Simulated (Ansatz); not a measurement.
# BAs (F-43m): the dielectric response by several routes

How strongly does BAs (F-43m) screen? Routes: perturbation theory, a sum over states and the RPA step of G0W0.

Calculated with Ansatz 0.2.0; linear response on PBE, plane waves, PAW.

**1. The starting structure**

Symmetry: F-43m, No. 216, cubic system. The conventional cell has a = 4.777 Å, b = 4.777 Å, c = 4.777 Å, α = 90.00°, β = 90.00°, γ = 90.00°. B has 4 As at 2.07 Å nearest. Nearest to As lie 4 B at 2.07 Å. Farther neighbours are not listed.

The cell and positions come from the Crystallography Open Database and are kept as given unless a step says otherwise. The default PAW set here is soft_2. Its files were made with PBE.

**2. Response to a homogeneous field**

The response to a uniform field gives ε∞, a yardstick for the screening that GW builds on its mesh.

This step: dielectric response by perturbation theory, PBE, plane waves, PAW.

File input.yaml:

```yaml
crystal:
  lattice:
    - [0.0, 2.3885, 2.3885]
    - [2.3885, 0.0, 2.3885]
    - [2.3885, 2.3885, 0.0]
  atoms:
    - { symbol: B, position: [0.0, 0.0, 0.0] }
    - { symbol: As, position: [0.25, 0.25, 0.25] }
kpoints:
  mp_grid: { grid: [8, 8, 8] }
hamiltonian:
  xc: pbe
scf:
  occupations: { method: fixed }
dielectric: {}
```

Launch:

```
> ansatz run input.yaml --threads 3 --pin off --max-ram 92160MiB --backend cuda --events-out ev --progress --plain --runs-dir out --devices 1 --max-vram 13GiB  # rebuilt from the run's record
```

Numbers of over 12 decimals in the logs are rounded to 6 here.

The program printed:

```text
GPUs: using 1 of 1 available (devices: 1).
Engine: ansatz 0.2.0, x86_64-unknown-linux-gnu
Pseudopotentials: kind: paw
Pseudopotential: B, paw, valence charge 3, recommended cutoff 420 eV (normal), B.paw.azcp
Pseudopotential: As, paw, valence charge 15, recommended cutoff 420 eV (normal), As.paw.azcp
Functional definition: PBE
  parameter kappa = 0.804
  parameter beta = 0.066725
  exchange = pbe_x(kappa = kappa, mu = beta*pi^2/3)
  correlation = pbe_c(beta = beta)
device memory: the entry about to start is reckoned to put 1.2 GiB on a device that reports 41.1 GiB free (of which the cap on the GPU budget leaves the run 13.0 GiB)
GPU FFT provider: cuFFT
GPU libraries: cuBLAS 13.8.2, cuFFT 12.4.0, cuSOLVER 12.3.4
Crystal: 2 atoms, lattice volume = 27.252 Å³
Basis set: ecut = 420 eV, 531 PW (Γ), exchange–correlation on 48×48×48 points (8 copies of the dense FFT grid, shifted against one another)
Bands: 13, of which v1, the nominal top of the filled ones, is band 9 counted from 1 (8 counted from 0)
Symmetry: 24 space group operations
k-points: 95 of 512 (irreducible under 4 space group operations, time reversal used)
Non-local potential: B, projectors of the file, l = 0: 2, l = 1: 2, l = 2: 1
Non-local potential: As, projectors of the file, l = 0: 2, l = 1: 2, l = 2: 3, l = 3: 1
PAW form: soft (Blöchl's): semilocal exchange-correlation on the pseudo side does not see the compensation charge
PAW one-centre angular grid: B, 110 points (default); XC on 64 Gauss nodes
PAW one-centre angular grid: As, 590 points (default); XC on 64 Gauss nodes
Initial density: superposition of atomic densities (neutral atoms: chi_scale 0, normalization atom), corrected by the library's trained network
Initial wavefunctions: pseudopotential atomic-orbital guess
GPU buffer pool allocated for 13824 grid points (all kernels)
GPU transforms: local potential and band sums: pruned to the plane-wave sphere, on 24×24×24
Functional: x = pbe(κ = 0.804, μ = 0.219515), c = pbe(β = 0.066725)
SCF iter   1: F=—  HF=-5012.097945 eV  |F-HF|=—  |Δ(HF+E_count)|=         —  Δρ=7.78e-4  dr2=8.92e-5  ethr=1.77e-3  ⟨swp⟩=4.4  Hψ=6310  notcnv=0  defer=126
preconditioner: auto → none  [insulator: Δε(μ)=1.198 eV  Ē_g=12.415 eV  n_scr=8 (ndim 8)  ℏωp=20.1 eV  f_vac=0.001  ε∞_Penn≈3.6]
SCF iter   2: F=—  HF=-5012.098001 eV  |F-HF|=—  |Δ(HF+E_count)|=   5.58e-5  Δρ=4.16e-4  dr2=2.26e-5  ethr=4.96e-7  ⟨swp⟩=2.9  Hψ=3037  notcnv=0  defer=184
SCF iter   3: F=—  HF=-5012.098042 eV  |F-HF|=—  |Δ(HF+E_count)|=   4.15e-5  Δρ=2.10e-4  dr2=4.48e-6  ethr=1.25e-7  ⟨swp⟩=2.0  Hψ=2086  notcnv=0  defer=63
SCF iter   4: F=—  HF=-5012.098094 eV  |F-HF|=—  |Δ(HF+E_count)|=   5.16e-5  Δρ=5.82e-5  dr2=6.11e-7  ethr=2.49e-8  ⟨swp⟩=2.0  Hψ=1612  notcnv=0  defer=2
SCF iter   5: F=—  HF=-5012.098095 eV  |F-HF|=—  |Δ(HF+E_count)|=   1.03e-6  Δρ=1.24e-5  dr2=4.70e-8  ethr=3.40e-9  ⟨swp⟩=2.1  Hψ=2044  notcnv=0  defer=4
SCF iter   6: F=—  HF=-5012.098095 eV  |F-HF|=—  |Δ(HF+E_count)|=   1.84e-8  Δρ=3.80e-6  dr2=2.54e-9  ethr=2.61e-10  ⟨swp⟩=2.0  Hψ=1603  notcnv=0  defer=4
SCF iter   7: F=—  HF=-5012.098095 eV  |F-HF|=—  |Δ(HF+E_count)|=  8.19e-12  Δρ=8.91e-7  dr2=1.90e-10  ethr=1.41e-11  ⟨swp⟩=2.0  Hψ=2090  notcnv=0  defer=4
SCF iter   8: F=-5012.098095 eV  HF=-5012.098095 eV  |F-HF|=3.27e-11  |Δ(HF+E_count)|=  2.46e-10  Δρ=2.37e-7  dr2=1.40e-11  ethr=1.00e-12  ⟨swp⟩=4.8  Hψ=4231  notcnv=0
SCF 1 converged in 8 iterations: F = -5012.098095 eV  dr2 = 1.40e-11
  greatest PAW one-centre occupation: 0.999 electrons in one spin orbital (limit 2), on the As atom at site 1 (counted from 0), in its partial waves of l = 2
the response reads at least the filled bands of the reference SCF and the lowest empty band at each k-point, and that SCF's band table does not vouch for those bands. The notice of the band table in this run's record says why
device memory: the entry about to start is reckoned to put 0.1 GiB on a device that reports 41.1 GiB free (of which the cap on the GPU budget leaves the run 13.0 GiB)
device memory: the entry about to start is reckoned to put 0.7 GiB on a device that reports 41.1 GiB free (of which the cap on the GPU budget leaves the run 13.0 GiB)
DFPT response loops at Γ: preconditioner auto → none (the input reference at scf.mixing.eps_inf says where Resta's filter doesn't serve); β = 0.50; Broyden in place of MSR1
── the response to a field inside a basis, on 8×8×8 k-points: an SCF that follows is theirs, and a resumed run solves both again ──
device memory: the entry about to start is reckoned to put 0.2 GiB on a device that reports 41.0 GiB free (of which the cap on the GPU budget leaves the run 13.0 GiB)
GPU FFT provider: cuFFT
GPU libraries: cuBLAS 13.8.2, cuFFT 12.4.0, cuSOLVER 12.3.4
Bands: 10, of which v1, the nominal top of the filled ones, is band 9 counted from 1 (8 counted from 0)
k-points: 60 of 512 (irreducible under 6 space group operations, time reversal used)
Initial density: handed on by an earlier stage of this run
Initial wavefunctions: pseudopotential atomic-orbital guess (no wavefunctions were taken with the density)
GPU buffer pool allocated for 13824 grid points (all kernels)
GPU transforms: band sums: pruned to the plane-wave sphere, on 24×24×24
Eigensolver: Dense (60 Hₖ)
SCF iter   1: F=—  HF=-5012.099704 eV  |F-HF|=—  |Δ(HF+E_count)|=         —  Δρ=1.27e-4  dr2=2.38e-6  ethr=1.00e-1
preconditioner: auto → none  [insulator: Δε(μ)=1.512 eV  Ē_g=9.689 eV  n_scr=8 (ndim 8)  ℏωp=20.1 eV  f_vac=0.001  ε∞_Penn≈5.3]
SCF iter   2: F=—  HF=-5012.099704 eV  |F-HF|=—  |Δ(HF+E_count)|=   3.94e-7  Δρ=6.80e-5  dr2=5.18e-7  ethr=1.32e-8
SCF iter   3: F=-5012.099705 eV  HF=-5012.099705 eV  |F-HF|=4.07e-8  |Δ(HF+E_count)|=   5.30e-7  Δρ=1.89e-5  dr2=4.20e-8  ethr=2.88e-9
SCF 1 converged in 3 iterations: F = -5012.099705 eV  dr2 = 4.20e-8
device memory: the entry about to start is reckoned to put 0.1 GiB on a device that reports 40.9 GiB free (of which the cap on the GPU budget leaves the run 13.0 GiB)
device memory: the entry about to start is reckoned to put 0.3 GiB on a device that reports 40.9 GiB free (of which the cap on the GPU budget leaves the run 12.9 GiB)
DFPT response loops at Γ: mixed as the last ones told, above
SCF converged after 8 iterations
Free energy (F): -5012.098095 eV
Harris-Foulkes:  -5012.098095 eV  (|F-HF|=3.27e-11)
Internal energy: -5012.098095 eV  (E = F + TS)
E sigma→0 (E₀):  -5012.098095 eV
Fermi energy:    11.126703 eV
--- Per-component energies (eV) ---
  E_band       = -210.267520
  E_kinetic    = 152.093917
  E_local      = -1693.939526  (includes V_loc(G=0)·N_el)
  E_nonlocal   = -657.795507
  E_hartree    = 940.051224
  E_xc         = -111.431739
  E_vxc        = -117.663760  (∫ρ·V_xc dr)
  E_paw        = -1915.301473  (= ΣΔE_a)
  E_vpaw       = 226.934692  (= ΣTr[D̂ρ^β])
  E_aug_tail   = 0.000007  (compensation charges beyond the density's cutoff)
  E_ewald      = -1725.774997
  E_smearing   = -0.000000  (= −TS)
  E_closure    = 0.000000  (closes the sum)
  Σ components = -5012.098095   (vs F -5012.098095, Δ=0.00e0)
--- Band table (eV; the first three rows and the last of 95) ---
  k-point 0: bands = [... 5 lower, -4.2770, 11.1267, 11.1267, 11.1267, 14.4073, 14.4073, 14.4073, 15.8003]
  k-point 1: bands = [... 5 lower, -4.0209, 9.1629, 10.6890, 10.6890, 14.5218, 14.9846, 14.9846, 17.0810]
  k-point 2: bands = [... 5 lower, -3.2753, 6.1921, 9.9790, 9.9790, 14.1913, 15.7861, 15.7861, 19.0311]
  k-point 94: bands = [... 5 lower, 0.0641, 3.0745, 5.6456, 5.9402, 16.3925, 17.0683, 17.9428, 18.1741]
--- Dielectric response (ions clamped): 3 representative field directions + reference, inside a basis on a mesh of 512 k-points (Σ response iterations 15) ---
  ε∞ (high-frequency dielectric tensor):
        9.773105     0.000000     0.000000
        0.000000     9.773105     0.000000
        0.000000     0.000000     9.773105
  Born effective charges Z* (e; rows j = field, columns β = displacement):
    site 0:
        -0.50133   -0.00000    0.00000
        -0.00000   -0.50133   -0.00000
         0.00000   -0.00000   -0.50133
    site 1:
         0.50133    0.00000   -0.00000
         0.00000    0.50133    0.00000
        -0.00000    0.00000    0.50133
  Z* charge neutrality: 5.479e-6 e pre-enforcement
  solved inside a basis spanned on kpoints, on 8×8×8 k-points, its susceptibility summed on 12×12×12: ε∞ is read to err by 3.2e-2, Z* by 1.5e-2 e (field_mesh: kpoints solves on kpoints); Z* is corrected for what the basis lacks
```

The job ended after 12 s (1 × NVIDIA H100 80GB HBM3 (shared by 6 runs) with 3 threads of AMD EPYC 7R13 (Zen 3), shared host; peak memory 1.1 GiB; 23 s of CPU time).

The column dr2 measures how far the density is from self-consistency, as an energy; F and HF (Harris–Foulkes) agree once it is small.

This step gave:

| Quantity | Value |
| --- | --- |
| stated error of ε∞ | 0.032 |

One over ε∞ averages 0.10, well under the quarter of exact exchange in PBE0, which by this rule of thumb may open the gap too far.

High-frequency dielectric tensor:

```
9.77 0.00 0.00
0.00 9.77 0.00
0.00 0.00 9.77
```

Born effective charge (e), principal values of the symmetric part by kind of site:

```csv
atom,atoms with these values,low,middle,high,mean
B1,1,-0.5013,-0.5013,-0.5013,-0.5013
As2,1,0.5013,0.5013,0.5013,0.5013
```

In full for As2:

```
0.5013 0.0000 0.0000
0.0000 0.5013 0.0000
0.0000 0.0000 0.5013
```

**3. Independent-particle spectrum**

The independent-particle spectrum shows where the oscillator strength lies, before excitons and local fields.

This step: independent-particle optics on PBE, plane waves, PAW.

input.yaml: that of step 2 with these lines changed.

```diff
@@ -14,2 +14,4 @@
   occupations: { method: fixed }
-dielectric: {}
+  n_extra_bands: 18
+output:
+  optics: { e_range: [0, 25], de: 0.1, sigma: 0.2 }
```

The program printed:

```text
[...]
GPUs: using 1 of 1 available (devices: 1).
[...]
GPU FFT provider: cuFFT
GPU libraries: cuBLAS 13.8.2, cuFFT 12.4.0, cuSOLVER 12.3.4
Crystal: 2 atoms, lattice volume = 27.252 Å³
Basis set: ecut = 420 eV, 531 PW (Γ)
Bands: 27, of which v1, the nominal top of the filled ones, is band 9 counted from 1 (8 counted from 0)
[... 1 set-up line as in the run before ...]
[...]
k-points: 29 of 512 (time reversal used)
[...]
GPU buffer pool allocated for 13824 grid points (all kernels)
[...]
SCF iter   1: F=—  HF=-5012.097890 eV  |F-HF|=—  |Δ(HF+E_count)|=         —  Δρ=7.87e-4  dr2=8.68e-5  ethr=1.77e-3  ⟨swp⟩=4.0  Hψ=3138  notcnv=0  defer=405
[...]
SCF iter   8: F=-5012.098094 eV  HF=-5012.098094 eV  |F-HF|=1.82e-12  |Δ(HF+E_count)|=  1.82e-12  Δρ=2.73e-8  dr2=1.87e-13  ethr=1.00e-12  ⟨swp⟩=8.5  Hψ=4602  notcnv=0
SCF 1 converged in 8 iterations: F = -5012.098094 eV  dr2 = 1.87e-13
[...]
Optics k sum: 0 of 29 k-points
Optics k sum: 2 of 29 k-points
[...]
Optics k sum: 29 of 29 k-points
[...]
SCF converged after 8 iterations
Free energy (F): -5012.098094 eV
[...]
Internal energy: -5012.098094 eV  (E = F + TS)
E sigma→0 (E₀):  -5012.098094 eV
Fermi energy:    11.126702 eV
[...]
--- Band table (eV; the first three rows and the last of 29) ---
  k-point 0: bands = [... 5 lower, -4.2770, 11.1267, 11.1267, 11.1267, 14.4073, 14.4073, 14.4073, 15.8003, ... 14 higher]
  k-point 1: bands = [... 5 lower, -4.0209, 9.1629, 10.6890, 10.6890, 14.5218, 14.9846, 14.9846, 17.0810, ... 14 higher]
  k-point 2: bands = [... 5 lower, -3.2753, 6.1921, 9.9790, 9.9790, 14.1913, 15.7861, 15.7861, 19.0311, ... 14 higher]
  k-point 28: bands = [... 5 lower, 0.0641, 3.0745, 5.6456, 5.9402, 16.3925, 17.0683, 17.9428, 18.1741, ... 14 higher]
```

Run time: 5.5 s. Hardware: 1 × NVIDIA H100 80GB HBM3 (shared by 6 runs) with 3 threads; peak memory 1 GiB.

Numbers from this step:

* ε∞ without local fields (xx, yy, zz): 10.10, 10.10, 10.10
* electrons in the f-sum (xx, yy, zz): 8.706, 8.706, 8.706
* bands in the explicit sum (the static value is completed to all bands): 27

The sum gives ε∞ = 10.10 without local fields.

The ε₂, xx=yy=zz has structure finer than the step of the table below, so its rows give means over 1 eV, whole bins alone (the curve runs from 0 to 25 eV). Peaks (eV: height): 5.6: 39.4.

Independent particles, no local fields, Gaussian width 0.2 eV. ε₂, xx=yy=zz against photon energy; means over each step:

```csv
photon energy (eV),"ε₂, xx=yy=zz"
2,0
3,0.716
4,8.87
5,20.3
6,24.0
7,11.8
8,6.13
9,3.50
10,2.22
11,1.76
12,1.36
13,1.15
14,0.888
15,0.731
16,0.547
17,0.487
18,0.414
19,0.383
20,0.285
21,0.198
22,0.132
23,0.114
24,0.0944
```

Independent particles, no local fields, Gaussian width 0.2 eV. Loss function, xx=yy=zz against photon energy; read off at these points:

```csv
photon energy (eV),"loss function, xx=yy=zz"
3.0,2.1e-4
4.0,0.0185
5.0,0.0299
6.0,0.0399
7.0,0.0610
8.0,0.0741
9.0,0.0970
10.0,0.129
11.0,0.210
12.0,0.239
13.0,0.317
14.0,0.388
15.0,0.516
16.0,0.651
17.0,1.00
18.0,1.42
19.0,1.85
20.0,2.50
21.0,4.28
21.7,7.08
22.0,5.94
23.0,3.09
24.0,1.01
25.0,0.868
```

**4. RPA screening from the G0W0 run**

G0W0 replaces the xc potential by the self-energy, built once from these orbitals. Only a window of levels is corrected, while the sums run over the empty bands that the input names.

This step: G0W0 on PBE, plane waves, PAW.

input.yaml, the sections that differ from step 3:

```yaml
kpoints:
  mp_grid: { grid: [6, 6, 6] }
scf:
  occupations: { method: fixed }
gw:
  n_empty_bands: 175
  ecut_chi: 200.0
  qp_bands: [v2, c2]
  qp_kpoints: band_edges
  screening: { model: contour_deformation }
# crystal, hamiltonian: as in step 3
# output: removed
```

The program printed:

```text
GPUs: using 1 of 1 available (devices: 1).
[...]
GPU FFT provider: cuFFT
GPU libraries: cuBLAS 13.8.2, cuFFT 12.4.0, cuSOLVER 12.3.4
Crystal: 2 atoms, lattice volume = 27.252 Å³
Basis set: ecut = 420 eV, 531 PW (Γ)
Bands: 13, of which v1, the nominal top of the filled ones, is band 9 counted from 1 (8 counted from 0)
[... 1 set-up line as in the run before ...]
[...]
k-points: 16 of 216 (time reversal used)
[...]
1    11     15.2984    -9.0525    -4.7561   -14.0341  0.7864    15.5243    15.5238  root
[...]
12     8      7.0555   -16.8511     2.3479   -13.7043  0.7648     6.2476     6.2567  root
    12     9      7.0555   -16.8511     2.3479   -13.7043  0.7648     6.2476     6.2567  root
    12    10     12.5682    -7.9415    -4.1283   -12.0336  0.8040    12.5321    12.5321  root
    12    11     12.5786    -7.6522    -4.2401   -11.9417  0.8083    12.6280    12.6280  root
[key lines of the parts left out:]
SCF converged after 6 iterations
Free energy (F): -5012.081585 eV
Fermi energy:    11.131865 eV
```

Run time: 6.3 s. Hardware: 1 × NVIDIA H100 80GB HBM3 (shared by 6 runs) with 3 threads; peak memory 1.1 GiB.

This step gave:

* bands summed: 184
* RPA ε∞ on this mesh (eigenvalues): 10.58, 10.58, 10.58
* plane waves in the screening matrix: 169
* G0W0 gap on the mesh: 1.943 eV
* k of the valence top: 0, 0, 0
* k of the conduction bottom: 0, 0.3333, 0.3333
* starting gap on the mesh: 1.281 eV
* least direct G0W0 gap on the computed points: 4.112 eV

The gap on the mesh goes from 1.28 eV to 1.94 eV, a correction of +0.66 eV. Between the two edge states, bare exchange in place of the xc potential would open the gap by 5.49 eV, and correlation takes back 4.82 eV.

Mean over the mesh in bins of 0.25 1/Å. Static inverse dielectric function, diagonal against length of q+G:

length of q+G (Å⁻¹), static inverse dielectric function, diagonal and a bar from the least value:
```
     0.50      0.172 
     0.74      0.225 ##
     0.99      0.289 ####
     1.25      0.361 #######
     1.50      0.428 #########
     1.74      0.491 ############
     1.99      0.552 ##############
     2.26      0.614 ################
     2.52      0.666 ##################
     2.77      0.711 ####################
     3.02      0.750 #####################
     3.26      0.784 ######################
     3.50      0.814 ########################
     3.75      0.842 #########################
     4.00      0.868 ##########################
     4.25      0.891 ##########################
     4.50      0.912 ###########################
     4.76      0.929 ############################
     5.01      0.941 ############################
     5.25      0.951 #############################
     5.50      0.960 #############################
     5.74      0.966 #############################
     6.01      0.973 #############################
     6.26      0.978 ##############################
     6.50      0.981 ##############################
     6.75      0.985 ##############################
     7.00      0.988 ##############################
     7.19      0.990 ##############################
```

**5. The values together**

Times are wall times on 1 × NVIDIA H100 80GB HBM3 (shared by 6 runs) with 3 threads of AMD EPYC 7R13 (Zen 3), shared host, good to a factor of about two.

```csv
method,mesh,"ε∞, low",middle,high,mean,time
perturbation theory (local fields and xc kernel),8×8×8 (response on 512 points),9.77,9.77,9.77,9.77,12 s
sum over states (no local fields),8×8×8,10.10,10.10,10.10,10.10,5.5 s
"RPA with local fields, on the GW mesh",6×6×6,10.58,10.58,10.58,10.58,6.3 s
```

**6. Outcome**

```
perturbation theory (local fields and xc kernel) : 9.77, 9.77, 9.77
sum over states (no local fields)                : 10.10, 10.10, 10.10
RPA with local fields, on the GW mesh            : 10.58, 10.58, 10.58
```

In words: Mean Born effective charge: B1 -0.5013, As2 0.5013 e. The ε₂, xx=yy=zz has its highest peak at 5.6 eV. The loss function, xx=yy=zz has its highest peak at 21.7 eV. The sum without local fields gives 10.10 in the mean against 9.77 by perturbation theory; local fields lower ε∞ and the xc kernel gives part of it back, though the sum also carries the error of its own mesh. The RPA values on the 6×6×6 mesh average 1.08 times those of perturbation theory (means 10.58 and 9.77). Without the xc kernel RPA should lie a little lower; it lies higher here. Perturbation theory sums its response on a denser mesh of its own, so the coarser sum of the GW run is the likely cause. PBE usually puts the gap too low, which tends to raise ε∞. Ions are clamped, so the lattice part of the static constant is not in these numbers.

[Paths, hosts, dates, memory and timing lines, banners, echoed tables and standing remarks are left out of the program output.]

[Logs are printed without paths, hosts, clocks, repeated set-up lines and the standing remarks that a program may print on its own settings, such as how far it seeks lower states.]

[Runs of the session that timed out or met a known fault of the program may be left out.]

[Cells called generated may have been cut or substituted from an entry of the Crystallography Open Database or the Materials Project.]

[Hosts, paths, dates, database ids (printed as entryN), source tags and the programs' standing remarks are cut or masked in the printed files.]
